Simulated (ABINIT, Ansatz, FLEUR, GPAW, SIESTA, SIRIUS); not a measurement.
TiC: programs and potentials compared

```
Ti C
1.0
     0.00000    2.16572    2.16572
     2.16572    0.00000    2.16572
     2.16572    2.16572    0.00000
Ti C
1 1
Direct
  0.98208 0.02153 0.99282
  0.48439 0.50743 0.51417
```

The cell is a database's computed one, not the measured one.

Atoms were shifted at random by some hundredths of an Å from the given cell, which wasn't relaxed again for these runs.

Alike in all runs: task single point; functional PBEsol; k mesh 11 × 11 × 11; occupations fermi-dirac, width 0.05 eV; no spin polarisation; no spin-orbit coupling. Pressure is positive in compression and, in plane waves, holds the error of the finite cutoff.

```tsv
program and potentials	plane-wave cutoff (eV)	notes	pressure (GPa)	largest force (eV/Å)	energy over the undisturbed cell (meV/atom)
GPAW, PAW data sets generated for this functional	800	-	-5.43	0.559	8.46
Ansatz, all-electron LAPW, scalar-relativistic	-	-	-6.32	0.550	-
SIRIUS, PseudoDojo 0.4.1 PBEsol standard (scalar relativistic)	1152	-	-6.12	0.553	-
SIESTA, files PseudoDojo sr-pbesol-0.4.1-standard, DZP (energy shift 0.003 Ry; two zetas on semicore shells)	-	atomic basis	-4.95	0.572	8.60
FLEUR, all-electron, FLAPW	-	-	-	0.550	-
ABINIT, PseudoDojo NC SR PBEsol v0.4.1 standard	1143	-	-6.12	0.553	-
```

Force on atom 1 (Ti), eV/Å:

```json
{"program and potentials": "GPAW, PAW data sets generated for this functional", "x": "0.149", "y": "0.481", "z": "-0.243"}
{"program and potentials": "Ansatz, all-electron LAPW, scalar-relativistic", "x": "0.147", "y": "0.473", "z": "-0.239"}
{"program and potentials": "SIRIUS, PseudoDojo 0.4.1 PBEsol standard (scalar relativistic)", "x": "0.148", "y": "0.476", "z": "-0.240"}
{"program and potentials": "SIESTA, files PseudoDojo sr-pbesol-0.4.1-standard, DZP (energy shift 0.003 Ry; two zetas on semicore shells)", "x": "0.151", "y": "0.492", "z": "-0.246"}
{"program and potentials": "FLEUR, all-electron, FLAPW", "x": "0.147", "y": "0.473", "z": "-0.239"}
{"program and potentials": "ABINIT, PseudoDojo NC SR PBEsol v0.4.1 standard", "x": "0.148", "y": "0.476", "z": "-0.240"}
```

The pressure spans -6.32 (Ansatz, all-electron LAPW, scalar-relativistic) to -4.95 GPa (SIESTA, files PseudoDojo sr-pbesol-0.4.1-standard, DZP (energy shift 0.003 Ry; two zetas on semicore shells)), with all-electron results at -6.32. Rows in atomic bases carry the error of their basis and grid, which can be large.

The functional is the same throughout but for its coding, so the spread measures potentials, basis and numerics; runs on potential files found faulty are left out.
